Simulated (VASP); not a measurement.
# Bi2Te3 (R-3m) in VASP: single point with PBE

Aim: the single point of Bi2Te3 with PBE.

All numbers are computed with VASP 6.6.1; they aren't measurements. Logs are shortened: lines on timing, memory, paths and dates and some standing lists are left out, and cuts for length are marked.

### Step 1. The cell of the first run

It takes space group R-3m (No. 166, trigonal). The conventional cell has a = 4.449 Å, b = 4.449 Å, c = 31.989 Å, α = 90.00°, β = 90.00°, γ = 120.00°. Bi (site symmetry 3m) is surrounded by 6 Te at 3.09 to 3.29 Å. Around Te (site symmetry -3m) lie 6 Bi at 3.29 Å. Te (site symmetry 3m) is surrounded by 3 Bi at 3.09 Å.

### Step 2. Single point, PBE (cell and atoms relaxed at 0 GPa)

INCAR

```
SYSTEM = Bi2Te3
PREC = Accurate ; ENCUT = 520
EDIFF = 1E-6 ; ISMEAR = 0
SIGMA = 0.02 ; LREAL = .False.
LASPH = .True. ; NELM = 100
ALGO = Fast ; ISIF = 2
LWAVE = .False. ; LCHARG = .False.
GGA = PE ; NBANDS = 32
```

KPOINTS

```
regular mesh
0
Gamma
  8 8 8
  0 0 0
```

POSCAR

```
Bi2Te3
1.0
    2.2244261443      1.2842730332     10.6629208484
   -2.2244261443      1.2842730332     10.6629208484
    0.0000000000     -2.5685460664     10.6629208484
Bi Te
2 3
Direct
    0.3975333000      0.3975333000      0.3975333000
    0.6024667000      0.6024667000      0.6024667000
    0.0000000000      0.0000000000      0.0000000000
    0.2153857108      0.2153857108      0.2153857108
    0.7846142892      0.7846142892      0.7846142892
```

Potentials or basis: VASP PAW PBE potentials, release 64 (Bi_d, Te).

On the command line:

```console
$ cat potpaw_PBE.64/Bi_d/POTCAR potpaw_PBE.64/Te/POTCAR > POTCAR
$ mpirun -np 1 vasp_std > vasp.out
```

OUTCAR:

```text
SYSTEM = Bi2Te3
   PREC = Accurate
   ENCUT = 520
   EDIFF = 1E-6
   ISMEAR = 0
   LREAL = .False.
   LASPH = .True.
   NELM = 100
   ISIF = 2
   GGA = PE

 ion  position               nearest neighbor table
   1  0.398  0.398  0.398-   5 3.09   5 3.09   5 3.09   3 3.29   3 3.29   3 3.29
   2  0.602  0.602  0.602-   4 3.09   4 3.09   4 3.09   3 3.29   3 3.29   3 3.29
   3  0.000  0.000  0.000-   2 3.29   1 3.29   2 3.29   2 3.29   1 3.29   1 3.29
   4  0.215  0.215  0.215-   2 3.09   2 3.09   2 3.09
   5  0.785  0.785  0.785-   1 3.09   1 3.09   1 3.09

  LATTYP: Found a trigonal (rhomboedric) cell.
 ALAT       =    10.9679218594
 COS(alpha) =     0.9177345871

  Lattice vectors:

 A1 = (   2.2244261443,   1.2842730332,  10.6629208484)
 A2 = (  -2.2244261443,   1.2842730332,  10.6629208484)
 A3 = (   0.0000000000,  -2.5685460664,  10.6629208484)

Analysis of symmetry for initial positions (statically):
=====================================================================
 Subroutine PRICEL returns:
 Original cell was already a primitive cell.

 Routine SETGRP: Setting up the symmetry group for a
 trigonal (rhombohedral) supercell.

 Subroutine GETGRP returns: Found 12 space group operations
 (whereof 12 operations were pure point group operations)
 out of a pool of 12 trial point group operations.

The static configuration has the point symmetry D_3d.

Analysis of symmetry for dynamics (positions and initial velocities):
=====================================================================
 Subroutine PRICEL returns:
 Original cell was already a primitive cell.

 Routine SETGRP: Setting up the symmetry group for a
 trigonal (rhombohedral) supercell.

 Subroutine GETGRP returns: Found 12 space group operations
 (whereof 12 operations were pure point group operations)
 out of a pool of 12 trial point group operations.

The dynamic configuration has the point symmetry D_3d.

 Subroutine INISYM returns: Found 12 space group operations
 (whereof 12 operations are pure point group operations),
 and found     1 'primitive' translations

----------------------------------------------------------------------------------------

                                     Primitive cell

  volume of cell :     182.7691

  direct lattice vectors                    reciprocal lattice vectors
     2.224426144  1.284273033 10.662920848     0.224777074  0.129775104  0.031260978
    -2.224426144  1.284273033 10.662920848    -0.224777074  0.129775104  0.031260978
     0.000000000 -2.568546066 10.662920848     0.000000000 -0.259550208  0.031260978

  length of vectors
    10.967921859 10.967921859 10.967921859     0.261426011  0.261426011  0.261426011

  position of ions in fractional coordinates (direct lattice)
     0.397533300  0.397533300  0.397533300
     0.602466700  0.602466700  0.602466700
     0.000000000  0.000000000  0.000000000
     0.215385711  0.215385711  0.215385711
     0.784614289  0.784614289  0.784614289

  ion indices of the primitive-cell ions
   primitive index   ion index
                 1           1
                 2           2
                 3           3
                 4           4
                 5           5

----------------------------------------------------------------------------------------

 KPOINTS: regular mesh

Automatic generation of k-mesh.
 Grid dimensions read from file:
 generate k-points for:    8    8    8

 Generating k-lattice:

  Cartesian coordinates                     Fractional coordinates (reciprocal lattice)
     0.028097134  0.016221888  0.003907622     0.125000000  0.000000000  0.000000000
    -0.028097134  0.016221888  0.003907622     0.000000000  0.125000000  0.000000000
     0.000000000 -0.032443776  0.003907622     0.000000000  0.000000000  0.125000000

  Length of vectors
     0.032678251  0.032678251  0.032678251

  Shift w.r.t. Gamma in fractional coordinates (k-lattice)
     0.000000000  0.000000000  0.000000000

 Subroutine IBZKPT returns following result:
 ===========================================

 Found     65 irreducible k-points:

 Following reciprocal coordinates:
            Coordinates               Weight
  0.000000  0.000000  0.000000      1.000000
  0.125000  0.000000  0.000000      6.000000
  0.250000  0.000000  0.000000      6.000000
  0.375000  0.000000  0.000000      6.000000
  0.500000  0.000000  0.000000      3.000000
  0.125000  0.125000  0.000000      6.000000
[... 16 lines left out ...]
  0.250000  0.125000  0.125000      6.000000
  0.375000  0.125000  0.125000      6.000000
 [... further k-points ...]
   k-points           NKPTS =     65   k-points in BZ     NKDIM =     65   number of bands    NBANDS=     32
   number of dos      NEDOS =    301   number of ions     NIONS =      5
   total plane-waves  NPLWV = 592704
   dimension x,y,z NGX =    84 NGY =   84 NGZ =   84
   dimension x,y,z NGXF=   168 NGYF=  168 NGZF=  168
   ions per type =               2   3
   NGX,Y,Z   is equivalent  to a cutoff of  12.73, 12.73, 12.73 a.u.
   NGXF,Y,Z  is equivalent  to a cutoff of  25.46, 25.46, 25.46 a.u.
 SYSTEM =  Bi2Te3
   PREC   = accura    normal or accurate (medium, high low for compatibility)
   ISTART =      0    job   : 0-new  1-cont  2-samecut
   ICHARG =      2    charge: 1-file 2-atom 10-const
   ISPIN  =      1    spin polarized calculation?
   LNONCOLLINEAR =      F non collinear calculations
   LSORBIT =      F    spin-orbit coupling
   LASPH  =      T    aspherical Exc in radial PAW
   ENCUT  =  520.0 eV  38.22 Ry    6.18 a.u.  20.39 20.39 20.39*2*pi/ulx,y,z
   NELM   =    100;   NELMIN=  2; NELMDL= -5     # of ELM steps
   EDIFF  = 0.1E-05   stopping-criterion for ELM
[... 8 lines left out ...]
   TEBEG  =    0.0;   TEEND  =   0.0 temperature during run
   PSTRESS=    0.0 pullay stress
   NELECT =      48.0000    total number of electrons
   NUPDOWN=      -1.0000    fix difference up-down
   EMIN   =  10.00;   EMAX   =-10.00  energy-range for DOS
   EFERMI =   0.00;   METHOD = LEGACY
   ISMEAR =     0;   SIGMA  =   0.02  broadening in eV -4-tet -1-fermi 0-gaus
   EFERMI_NEDOS =   21; number of points for ismear=-14 and -15
   IALGO  =     68    algorithm
   IMIX   =      4    mixing-type and parameters
     AMIX     =   0.40;   BMIX     =  1.00
     AMIX_MAG =   1.60;   BMIX_MAG =  1.00
  volume/ion in A,a.u.               =      36.55       246.68
  Fermi-wavevector in a.u.,A,eV,Ry     =   1.048385  1.981161 14.954327  1.099112
  Thomas-Fermi vector in A             =   2.183305
   LORBIT       =      0    0 simple, 1 ext, 2 COOP (PROOUT), +10 PAW based schemes
   GGA     = PE    functional components
   LHFCALC =     F    Hartree Fock is set to
   AEXX    =    0.0000 exact exchange contribution
   IVDW    =     0    specifies the selected vdW correction
   LEPSILON=     F    determine dielectric tensor
   LRPA    =     F    only Hartree local field effects (RPA)
 non-spin polarized calculation
 RMM-DIIS sequential band-by-band and
 Gauss-broadening in eV      SIGMA  =   0.02
  energy-cutoff  :      520.00
  volume of cell :      182.77
 maximum number of plane-waves:      4952
 NGX is ok and might be reduce to    84
   NGX = 41   NGY = 41   NGZ = 41

 number of electron      47.9999998 magnetization

 Free energy of the ion-electron system (eV)
  ---------------------------------------------------
  ext. energy  EPLUGINS =         0.00000000
  ---------------------------------------------------
  free energy    TOTEN  =       -18.40163655 eV

  energy without entropy =      -18.40163655  energy(sigma->0) =      -18.40163655

 E-fermi :   5.2331     XC(G=0):  -8.9426

 val. band max:        5.0753197266   @ k =   0.0000   0.0000   0.0000
 cond. band min:       5.5772746022   @ k =   0.0000   0.0000   0.0000
 fundamental gap:      0.5019548756
 Fermi energy:         5.2331373228

 k-point     1 :       0.0000    0.0000    0.0000
  band No.  band energies     occupation
      1     -17.8687      2.00000
      2     -17.8687      2.00000
      3     -17.8676      2.00000
      4     -17.8676      2.00000
      5     -17.8636      2.00000
      6     -17.8625      2.00000
[... 24 lines left out ...]
     31      10.2801      0.00000
     32      11.2638      0.00000

 k-point     2 :       0.1250    0.0000    0.0000
  band No.  band energies     occupation
      1     -17.8697      2.00000
      2     -17.8684      2.00000
      3     -17.8673      2.00000
      4     -17.8662      2.00000
      5     -17.8627      2.00000
      6     -17.8617      2.00000
[... 24 lines left out ...]
     31      10.0372      0.00000
     32      10.4996      0.00000

 k-point     3 :       0.2500    0.0000    0.0000
  band No.  band energies     occupation
      1     -17.8725      2.00000
      2     -17.8709      2.00000
      3     -17.8648      2.00000
      4     -17.8636      2.00000
      5     -17.8628      2.00000
      6     -17.8609      2.00000
[... 24 lines left out ...]
     31       9.3004      0.00000
     32      10.8332      0.00000

 k-point     4 :       0.3750    0.0000    0.0000
  band No.  band energies     occupation
      1     -17.8756      2.00000
      2     -17.8737      2.00000
      3     -17.8642      2.00000
      4     -17.8642      2.00000
      5     -17.8623      2.00000
      6     -17.8622      2.00000
[... 24 lines left out ...]
     31       9.1910      0.00000
     32      10.5914      0.00000

 k-point     5 :       0.5000    0.0000    0.0000
  band No.  band energies     occupation
      1     -17.8770      2.00000
      2     -17.8749      2.00000
      3     -17.8648      2.00000
      4     -17.8642      2.00000
      5     -17.8628      2.00000
      6     -17.8619      2.00000
[... 584 lines left out ...]
     31       9.9924      0.00000
     32      10.8875      0.00000

 k-point    22 :       0.1250    0.1250    0.1250
  band No.  band energies     occupation
      1     -17.8687      2.00000
      2     -17.8687      2.00000
      3     -17.8676      2.00000
      4     -17.8676      2.00000
      5     -17.8636      2.00000
      6     -17.8625      2.00000
[... 24 lines left out ...]
     31      10.2964      0.00000
     32      11.0267      0.00000

 k-point    23 :       0.2500    0.1250    0.1250
  band No.  band energies     occupation
      1     -17.8697      2.00000
      2     -17.8684      2.00000
      3     -17.8673      2.00000
      4     -17.8662      2.00000
      5     -17.8627      2.00000
      6     -17.8617      2.00000
[... 24 lines left out ...]
     31      10.0215      0.00000
     32      10.5923      0.00000

 k-point    24 :       0.3750    0.1250    0.1250
  band No.  band energies     occupation
      1     -17.8725      2.00000
      2     -17.8709      2.00000
      3     -17.8648      2.00000
      4     -17.8636      2.00000
      5     -17.8628      2.00000
      6     -17.8609      2.00000
[... 24 lines left out ...]
     31       9.3333      0.00000
     32      10.8503      0.00000

 [... further k-points ...]
[... 5 lines left out ...]
  --------------------------------------------------------------------------------------
  -------------------------------------------------------------------------------------
  Total       -0.0267367     -0.0267367     -0.0215442      0.0000000     -0.0000000      0.0000000
  in kB       -0.2343770     -0.2343770     -0.1888591      0.0000000     -0.0000000      0.0000000
  external PRESSURE =      -0.2192044 kB  Pullay stress =       0.0000000 kB

 VOLUME and BASIS-vectors are now :
 -----------------------------------------------------------------------------
  energy-cutoff  :      520.00
  volume of cell :      182.77
      direct lattice vectors                 reciprocal lattice vectors
     2.224426144  1.284273033 10.662920848     0.224777074  0.129775104  0.031260978
    -2.224426144  1.284273033 10.662920848    -0.224777074  0.129775104  0.031260978
     0.000000000 -2.568546066 10.662920848     0.000000000 -0.259550208  0.031260978

 POSITION                                       TOTAL-FORCE (eV/Angst)
 -----------------------------------------------------------------------------------
      0.00000      0.00000     12.71660         0.000000      0.000000     -0.008011
      0.00000      0.00000     19.27216         0.000000     -0.000000      0.008011
      0.00000      0.00000      0.00000         0.000000     -0.000000     -0.000000
      0.00000      0.00000      6.88992         0.000000     -0.000000     -0.008511
      0.00000      0.00000     25.09884         0.000000      0.000000      0.008511
 -----------------------------------------------------------------------------------
    total drift:                               -0.000000     -0.000000      0.000000

  FREE ENERGIE OF THE ION-ELECTRON SYSTEM (eV)
  ---------------------------------------------------
  free  energy   TOTEN  =       -18.4016365541 eV

  energy  without entropy=      -18.4016365541  energy(sigma->0) =      -18.40163655
```

Run time: 39 min. Hardware: 1 thread of Intel Xeon Platinum 8259CL at 2.50GHz (Skylake/Cascade Lake), shared host; peak memory 1.3 GiB.

What came out:

| Item | Value |
| --- | --- |
| Free energy | -18.4016 eV |
| Pressure | 0.0 GPa |
| Largest force | 0.009 eV/Å |
| Band gap on the k mesh | 0.50 eV, direct |

Forces on the atoms (eV/Å):
```
Bi   0.000  0.000 -0.008
Bi   0.000  0.000  0.008
Te   0.000  0.000  0.000
Te   0.000  0.000 -0.009
Te   0.000  0.000  0.009
```

Caveat: spin-orbit coupling is left out, which as a rule narrows the gap of such compounds by several tenths of an eV.
